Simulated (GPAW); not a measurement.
The system is SiMo3.

```
CELL_PARAMETERS angstrom
4.88900 0.00000 0.00000
0.00000 4.88900 0.00000
0.00000 0.00000 4.88900
ATOMIC_POSITIONS crystal
Mo 0.00000 0.50000 0.25000
Mo 0.00000 0.50000 0.75000
Mo 0.50000 0.25000 0.00000
Mo 0.75000 0.00000 0.50000
Mo 0.50000 0.75000 0.00000
Mo 0.25000 0.00000 0.50000
Si 0.50000 0.50000 0.50000
Si 0.00000 0.00000 0.00000
```

```yaml
Program: GPAW 26.7.0
Task: relaxation of cell and atoms
Functional: PBEsol
Dispersion: D3(BJ)
Potentials_or_basis: PAW data sets generated in the run's folder for this functional
Cutoff: 600 eV
Basis: pw
k_mesh: 4 × 4 × 4
Occupations: fermi-dirac, width 0.05 eV
Spin: no spin polarisation
```

At the start: pressure -10.8 GPa; volume 14.61 Å³/atom.

Task: Where does the relaxation end?

Result: Over 4 steps the energy falls by 20.3 meV/atom and the volume is 14.01 Å³/atom (-4.1 %); space group Pm-3n (No. 223, to 0.05 Å).

Step by step:
```tsv
step	energy change (eV)	largest force (eV/Å)	pressure (GPa)	volume (Å³)
1	0.0000	0.0001	-10.76	116.86
2	-0.0383	0.0002	-9.51	116.25
3	-0.1621	0.0006	0.47	111.89
4	-0.1625	0.0003	-0.02	112.08
```

Final structure:
```xyz
8
Lattice="4.8214 0.0000 0.0000 0.0000 4.8214 0.0000 0.0000 0.0000 4.8214" Properties=species:S:1:pos:R:3 pbc="T T T"
Mo    0.0000    2.4107    1.2054
Mo    0.0000    2.4107    3.6161
Mo    2.4107    1.2054    0.0000
Mo    3.6161    0.0000    2.4107
Mo    2.4107    3.6161    0.0000
Mo    1.2054    0.0000    2.4107
Si    2.4107    2.4107    2.4107
Si    0.0000    0.0000    0.0000
```

Caveat: later steps reuse the first step's grids; pairwise dispersion overbinds metals, which lowers pressure and volume.
